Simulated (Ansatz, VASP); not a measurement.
Two plane-wave programs on AlN

Contents of INCAR:

```
  PREC = Accurate
  ENCUT = 600
  EDIFF = 1E-7
  ISMEAR = 0
  SIGMA = 0.1
  LREAL = Auto
  LASPH = True
  NELM = 80
  ALGO = Normal
  ISIF = 3
  LWAVE = False
  LCHARG = False
  GGA = PE
  IBRION = 2
  NSW = 90
  EDIFFG = -0.04
```

Contents of KPOINTS:

```
Automatic mesh
0
Gamma
  6 6 1
```

Contents of POSCAR:

```
AlN
1.0
    2.9699601800      0.0000000000      0.0000000000
   -1.4849800900      2.5720609600      0.0000000000
    0.0000000000      0.0000000000     19.4372517600
Al N
8 8
Direct
    0.3333333300      0.6666666700      0.8279825600
    0.0000000000      0.0000000000      0.7033910600
    0.6666666700      0.3333333300      0.3279487600
    0.6666666700      0.3333333300      0.5783956800
    0.0000000000      0.0000000000      0.4531501100
    0.3333333300      0.6666666700      0.0784143400
    0.0000000000      0.0000000000      0.2030989400
    0.6666666700      0.3333333300      0.9531094600
    0.6666666700      0.3333333300      0.0468905400
    0.6666666700      0.3333333300      0.6720512400
    0.3333333300      0.6666666700      0.9215856600
    0.0000000000      0.0000000000      0.2966089400
    0.0000000000      0.0000000000      0.7969010600
    0.0000000000      0.0000000000      0.5468498900
    0.3333333300      0.6666666700      0.1720174400
    0.6666666700      0.3333333300      0.4216043200
```

Input for Ansatz:

```yaml
crystal:
  lattice:
    - [2.96996018, 0.0, 0.0]
    - [-1.48498009, 2.57206096, 0.0]
    - [0.0, 0.0, 19.43725176]
  atoms:
    - { symbol: Al, position: [0.33333333, 0.66666667, 0.82798256] }
    - { symbol: Al, position: [0.0, 0.0, 0.70339106] }
    - { symbol: Al, position: [0.66666667, 0.33333333, 0.32794876] }
    - { symbol: Al, position: [0.66666667, 0.33333333, 0.57839568] }
    - { symbol: Al, position: [0.0, 0.0, 0.45315011] }
    - { symbol: Al, position: [0.33333333, 0.66666667, 0.07841434] }
    - { symbol: Al, position: [0.0, 0.0, 0.20309894] }
    - { symbol: Al, position: [0.66666667, 0.33333333, 0.95310946] }
    - { symbol: "N", position: [0.66666667, 0.33333333, 0.04689054] }
    - { symbol: "N", position: [0.66666667, 0.33333333, 0.67205124] }
    - { symbol: "N", position: [0.33333333, 0.66666667, 0.92158566] }
    - { symbol: "N", position: [0.0, 0.0, 0.29660894] }
    - { symbol: "N", position: [0.0, 0.0, 0.79690106] }
    - { symbol: "N", position: [0.0, 0.0, 0.54684989] }
    - { symbol: "N", position: [0.33333333, 0.66666667, 0.17201744] }
    - { symbol: "N", position: [0.66666667, 0.33333333, 0.42160432] }
basis:
  ecutwfc: 420
kpoints:
  mp_grid: { grid: [6, 6, 1] }
hamiltonian:
  xc: pbe
scf:
  occupations: { method: gaussian, width: 0.1 }
  lower_state_search: "off"
output:
  forces: true
  stress: true
  eigenvalues: true
relax:
  adjacent_minimum: "off"
  f_tol: 0.04
  max_steps: 70
  cell: { stress_tol: 0.4 }
```

Alike in both runs: task relaxation of cell and atoms; functional PBE; k mesh 6 × 6 × 1; occupations gaussian, width 0.1 eV; no spin polarisation.

|  | VASP | Ansatz |
| --- | --- | --- |
| version | VASP 6.6.1 | Ansatz 0.2.0 |
| potentials or method | VASP PAW PBE potentials, release 64 (Al, N) | scalar-relativistic, plane waves, PAW |
| plane-wave cutoff (eV) | 600 | 420 |
| valence electrons in the cell | 64 | 64 |

Ansatz gave:

```
gap on the k mesh at the Fermi level, each at its own relaxed structure (eV) : 3.86
relaxed volume (Å³/atom)                                                     : 10.66
relaxed cell length with the largest relative difference (Å)                 : 20.224
energy change over the relaxation (meV/atom)                                 : -137
```

Estimate VASP's values.

gap on the k mesh at the Fermi level, each at its own relaxed structure (eV): 3.86; relaxed volume (Å³/atom): 10.65; relaxed cell length with the largest relative difference (Å): 20.212; energy change over the relaxation (meV/atom): -134.

Caveats: an odd mesh through Γ misses points on the zone boundary, where band edges often lie. A hybrid or GW would open this gap; PBE tends to underestimate it.
